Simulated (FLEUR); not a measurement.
Runs of FLEUR MaX-R8.1 (later development tree) on Ge. Symmetry: I4_1/amd, No. 141, tetragonal system. Conventional cell: a = 5.149 Å, b = 5.149 Å, c = 2.795 Å, α = 90.00°, β = 90.00°, γ = 90.00°. Ge (site symmetry -4m2) has 6 Ge at 2.67 to 2.79 Å as nearest neighbours. This isn't the form of Ge at room conditions, which is diamond.

| task | level | cell | gmax | muffin-tin radii | max iterations | mixing factor | mixer | kmax | gap on the mesh (eV) | V0 of scaled cells (Å³/atom) | B0 (GPa) |
| --- | --- | --- | --- | --- | --- | --- | --- | --- | --- | --- | --- |
| single point | PBE | as given | 13.4 1/bohr | Ge 2.26 bohr | 60 | 0.05 | Anderson | 4.34 1/bohr | none | - | - |
| equation of state | PBEsol | as given | 13.4 1/bohr | Ge 2.26 bohr | - | - | - | 4.34 1/bohr | - | (a) | 79 |
| single point | PBE | atoms moved at random, drawn with an rms of 0.05 Å | 13.4 1/bohr | Ge 2.26 bohr | 60 | 0.05 | Anderson | 4.34 1/bohr | none | - | - |
| equation of state | PBE | as given | 13.4 1/bohr | Ge 2.26 bohr | - | - | - | 4.34 1/bohr | - | 19.34 | 69 |

Alike in all rows: potentials or basis all-electron, FLAPW; no spin polarisation; k mesh 11 × 11 × 11; smearing fermi-dirac 0.05 eV.

**Question.** Estimate the missing entries.

**Answer.** (a) 18.39.

Caveats: the cell was scaled at fixed shape and fractional positions, which overstates the stiffness of a crystal with free parameters, most of all of layers and chains (some runs).

A k mesh can miss the band edges, and the runs leave out spin-orbit coupling on Ge.

A gap of «none» marks a metal or a gap under the smearing width.
